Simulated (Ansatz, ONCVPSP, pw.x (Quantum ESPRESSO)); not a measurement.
## What a changed setting does to a pw.x run (bcc Al)

Potential: optimised norm-conserving Vanderbilt (ONCV), ONCVPSP 4.0.1.1 (patched build), PBE; core [Ne], reference 3s2 3p0.75; waves: 3s: rc 1.65 bohr, ncon 4, nbas 8, qcut 3.3 1/bohr, 2 projectors, debl 1.4 Ha; 3p: rc 2.60 bohr, ncon 3, nbas 7, qcut 2.5 1/bohr, 1 projector; d scattering state at 0.04 Ha: rc 2.10 bohr, ncon 4, nbas 7, qcut 5.1 1/bohr, 2 projectors, debl 2.2 Ha; local part: polynomial inside 1.10 bohr (lpopt 5, dvloc0 0 Ha); core correction: Teter function, fcfact 3, rcfact 1.2.

The reference run (k-mesh 14³, cutoffs 50/200 Ry, Fermi–Dirac 0.01 Ry, mixing_beta 0.4, conv_thr 1e-9, no spin) gives 0.33 GPa at 16.945 Å³/atom, where all-electron LAPW gives 0.07 GPa. This run, with its own iteration cap, changes nosym to true.

```
&control
  calculation='scf', prefix='x', pseudo_dir='./', outdir='./tmp', tstress=.true., disk_io='none'
/
&system
  ibrav=0, nat=1, ntyp=1, ecutwfc=50, ecutrho=200, nbnd=8,
  occupations='smearing', smearing='fd', degauss=0.01, nosym=.true.
/
&electrons
  conv_thr=1e-09, mixing_beta=0.4, electron_maxstep=50
/
ATOMIC_SPECIES
Al 1.0 Al.UPF
CELL_PARAMETERS angstrom
  -1.61805716 1.61805716 1.61805716
  1.61805716 -1.61805716 1.61805716
  1.61805716 1.61805716 -1.61805716
ATOMIC_POSITIONS crystal
Al 0.0000 0.0000 0.0000
K_POINTS automatic
14 14 14 0 0 0
```

```bash
pw.x < Al.scf.in > Al.scf.out
```

Question: How does the run end?

Answer: It converges in 6 iterations; the free energy moves by +0.0 meV/atom and the pressure by +0.00 GPa. The result is that of the reference run.

```
lattice parameter (alat)  =       5.2961  a.u.
     unit-cell volume          =     114.3505 (a.u.)^3
     number of electrons       =         3.00
     number of Kohn-Sham states=            8
     kinetic-energy cutoff     =      50.0000  Ry
     charge density cutoff     =     200.0000  Ry
     scf convergence threshold =      1.0E-09
     Exchange-correlation= PBE
     number of k points=  1376  Fermi-Dirac smearing, width (Ry)=  0.0100
     iteration #  1     ecut=    50.00 Ry     beta= 0.40
     total energy              =      -4.35238365 Ry
     estimated scf accuracy    <       0.00826838 Ry
     iteration #  2     ecut=    50.00 Ry     beta= 0.40
     total energy              =      -4.35157273 Ry
     estimated scf accuracy    <       0.00272896 Ry
     iteration #  3     ecut=    50.00 Ry     beta= 0.40
     total energy              =      -4.35163705 Ry
     estimated scf accuracy    <       0.00000109 Ry
     iteration #  4     ecut=    50.00 Ry     beta= 0.40
     total energy              =      -4.35163965 Ry
     estimated scf accuracy    <       0.00000039 Ry
     iteration #  5     ecut=    50.00 Ry     beta= 0.40
     total energy              =      -4.35163966 Ry
     estimated scf accuracy    <          1.1E-09 Ry
     iteration #  6     ecut=    50.00 Ry     beta= 0.40
     the Fermi energy is     7.6716 ev
!    total energy              =      -4.35163967 Ry
     estimated scf accuracy    <          5.4E-10 Ry
     smearing contrib. (-TS)   =      -0.00173433 Ry
     The total energy is F=E-TS. E is the sum of the following terms:
     one-electron contribution =       2.83919301 Ry
     hartree contribution      =       0.00459699 Ry
     xc contribution           =      -1.83782930 Ry
     ewald contribution        =      -5.35586604 Ry
     convergence has been achieved in   6 iterations
          total   stress  (Ry/bohr**3)                   (kbar)     P=        3.30
     Message from routine punch:
     Nothing written, as per user request (disk_io='none')
```

The run took about 2.1 min on one core of a shared host (Neoverse-N1, 64 threads, 124 GiB, load 49).
